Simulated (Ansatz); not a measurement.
Crystal: MoS2.

```
Mo S
1.0
     1.58000    0.91221    6.15000
    -1.58000    0.91221    6.15000
     0.00000   -1.82443    6.15000
Mo S
1 2
Cartesian
  0.0000 0.0000 0.0000
  0.0000 0.0000 7.6936
  0.0000 0.0000 4.6125
```

Measurements of this composition are mostly on another form, of space group No. 194.

Program: Ansatz 0.2.0. Alike in all runs: task band structure; potentials or basis Ansatz PAW; no spin polarisation; cell as given; k mesh 5 × 5 × 5; smearing fermi-dirac 0.05 eV; the mesh is coarse, so values aren't converged.

Problem. Order these runs on this cell by their band gap on the k mesh, lowest first.
A. level HSE03; cutoff (eV) 420
B. level B3LYP; cutoff (eV) 420
C. level r2SCAN0; cutoff (eV) 500
D. level HSE06; cutoff (eV) 420

Solution. A (1.40 eV), D (1.56 eV), B (2.00 eV), C (2.31 eV).

Caveats: all runs use coarse meshes; the k mesh misses the band edges, so the gap on the mesh is wider than the one along the path.
